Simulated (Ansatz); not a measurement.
**Ca: a film clamped to a substrate**

Computed with DFT PBE, scalar-relativistic, plane waves, PAW in Ansatz. The runs took a 420 eV cutoff, a Γ-centred 14×14×14 mesh and Gaussian smearing (0.15 eV). No spin polarisation. Energies are free energies at this smearing, counted from the undisturbed cell; pressure is positive in compression.

Reference structure (as given, not relaxed at this level; it stands at 0.3 GPa; this simple cubic form isn't the usual structure):

```xyz
1
Lattice="3.4887 0.0000 0.0000 0.0000 3.4887 0.0000 0.0000 0.0000 3.4887" Properties=species:S:1:pos:R:3 pbc="T T T"
Ca    0.0000    0.0000    0.0000
```

The cell (1 atom, V0 = 42.46 Å³) is strained by p along both x and y and by q along z, fractional coordinates fixed. τp = (1/V0) ∂E/∂p = (σxx + σyy)(1 + p)(1 + q) and τq = (1/V0) ∂E/∂q = σzz(1 + p)², with tension positive.

```
     p q  ΔE (meV/atom)  τp (GPa)  τq (GPa)
 0.000   0.000           0.00     -0.56     -0.28
-0.030   0.000          14.79     -3.27      0.13
 0.030   0.000           4.51      1.63     -0.67
 0.000  -0.030           8.32     -0.12     -1.90
 0.000   0.030           2.91     -0.92      0.97
```

Task: Get the second derivatives of the energy density.

Result: Central differences give A = ∂τp/∂p = 82 GPa (C11 + C22 + 2 C12), C = ∂τq/∂q = 48 GPa (C33) and the cross term B = ∂τq/∂p = -13.2 GPa (C13 + C23); ∂τp/∂q = -13.3 GPa must equal B, and any difference shows higher-order terms. Steps this large leave an error of some per cent of A or C in all of these, which can swamp a small B. The ions are clamped. In a cubic crystal C11 = C = 48, C12 = B/2 = -6.6 GPa and A should be 2(C11 + C12) = 82 GPa; the bulk modulus is (C11 + 2 C12)/3 = 11.5 GPa.

Task: A film of this crystal grows with z along the normal on a substrate that imposes p. How does its thickness respond, and what does the misfit cost?

Result: Count p and q from the stress-free cell. A free surface needs τq = 0, so q = −(B/C) p = 0.28 p. The energy density left is (A − B²/C) p²/2 = M p², with the biaxial modulus M = 39 GPa; a misfit of 1 % costs 1.03 meV/atom, against 1.08 meV/atom if the thickness were held.

At p = -0.030 the energies along q are 19.7 (q = -0.030), 15.7 (q = -0.015), 14.8 (q = 0.000), 16.6 (q = 0.015), 21.0 (q = 0.030) meV/atom.

Task: Does the linear rule hold at this misfit?

Result: A parabola through the lowest point and its neighbours has its minimum at q = -0.003, 14.8 meV/atom. With the stress left in the starting cell, τp0 and τq0, linear elasticity gives q = −(τq0 + Bp)/C = -0.002 and E = V0(τp0 p + τq0 q + Ap²/2 + Bpq + Cq²/2)/N = 14.2 meV/atom. The two agree within a tenth in energy.

In a metal these slopes depend on the k mesh and the smearing.